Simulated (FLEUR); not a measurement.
The system is Be.

```
Be
1.0
     2.28530    0.00000    0.00000
    -1.14265    1.97913    0.00000
     0.00000    0.00000    3.58420
Be
2
Direct
  0.66667 0.33333 0.75000
  0.33333 0.66667 0.25000
```

| Quantity | Value |
| --- | --- |
| Program | FLEUR MaX-R8.1 (later development tree) |
| Task | single point |
| Functional | PBE |
| Potentials or basis | all-electron |
| Basis | FLAPW |
| Kmax | 3.8 1/bohr |
| k mesh | 13 × 13 × 8 |
| Occupations | fermi-dirac, width 0.05 eV |
| Spin | no spin polarisation |
| Gmax | 11.8 1/bohr |
| Muffin-tin radii | Be 1.89 bohr |
| lmax | Be 8 |
| Local orbitals a species | Be 3 |
| Max iterations | 60 |
| Mixing factor | 0.05 |
| Mixer | Anderson |
| Mixer history | 15 |
| Density convergence | 1e-05 me/bohr^3 |

On this cell: largest force under 0.003 eV/Å; band gap on the k mesh none (metal or under the smearing width).

The same run follows on a disturbed copy (atoms moved at random, drawn with an rms of 0.05 Å):

```xyz
2
Lattice="2.2853 0.0000 0.0000 -1.1426 1.9791 0.0000 0.0000 0.0000 3.5842" Properties=species:S:1:pos:R:3 pbc="T T T"
Be    1.1861    0.6698    2.6888
Be   -0.0251    1.2998    0.9267
```

Q: What does the disturbed cell give?

A: The energy (extrapolated to zero smearing) moves by +6.8 meV/atom; largest force 0.361 eV/Å; band gap on the k mesh none (metal or under the smearing width).

Forces in eV/Å, atoms in the order of the input:
```
Be  -0.255 -0.118  0.226
Be   0.255  0.118 -0.226
```
